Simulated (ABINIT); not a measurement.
The system is HfO2.

```
CELL_PARAMETERS angstrom
0.00000 2.55750 2.55750
2.55750 0.00000 2.55750
2.55750 2.55750 0.00000
ATOMIC_POSITIONS crystal
Hf 0.00000 0.00000 0.00000
O 0.75000 0.75000 0.75000
O 0.25000 0.25000 0.25000
```

Measurements of this composition are mostly on another form, of space group No. 14.

Base run:

* Program: ABINIT 10.8.3 (patched build)
* Functional: LDA
* Potentials or basis: JTH PAW PBE v2.0
* Cutoff: 762 eV
* k mesh: 9 × 9 × 9
* Occupations: fermi-dirac, width 0.05 eV
* Spin: no spin polarisation

Its results: band gap on the k mesh 3.62 eV, indirect (least direct gap 3.74 eV); pressure -19.5 GPa.

After a change of settings the same cell gave: band gap on the k mesh 3.96 eV, indirect (least direct gap 4.07 eV); pressure -1.1 GPa. Which change was it?
A. functional from LDA to RPBE
B. functional from LDA to WC
C. functional from LDA to PBEsol
D. functional from LDA to AM05

A.

RPBE binds less tightly than LDA, so the same cell stands under more pressure.

Caveats: the PAW data sets were made with another functional, which shifts forces and pressure a little; spin-orbit coupling is left out, which moves the levels of the heavy elements; an odd mesh through Γ misses points on the zone boundary, where band edges often lie.
